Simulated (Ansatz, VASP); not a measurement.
# B in VASP and in Ansatz

```
B
1.0
     1.49062    0.00000    0.00000
     0.00000    1.49062    0.00000
     0.00000    0.00000    1.49062
B
1
Cartesian
  0.0000 0.0000 0.0000
```

Change from the starting cell: volume scaled by 0.5, LAPW.

Alike in both runs: task single point; functional PBEsol; k mesh 20 × 20 × 20; occupations fermi-dirac, width 0.05 eV; no spin polarisation.

```csv
,VASP,Ansatz
version,VASP 6.6.1,Ansatz 0.2.0
potentials or method,"VASP PAW PBE potentials, release 64 (B), cutoff 520 eV","all-electron LAPW, scalar-relativistic"
```

Ansatz gave:

```
pressure (GPa) : 552.7
```

Problem. What did VASP give for the same quantities?

Solution. Pressure (GPa): 556.9.

Ansatz ran all-electron here, so the differences hold the error of VASP's frozen core and of both bases.

Caveats: the cell as given lies far from equilibrium; so large a pressure means that the cell lies far from this level's equilibrium, or that cutoff or potentials fall short (VASP); the potentials were made for another functional, which shifts forces and pressure (VASP).
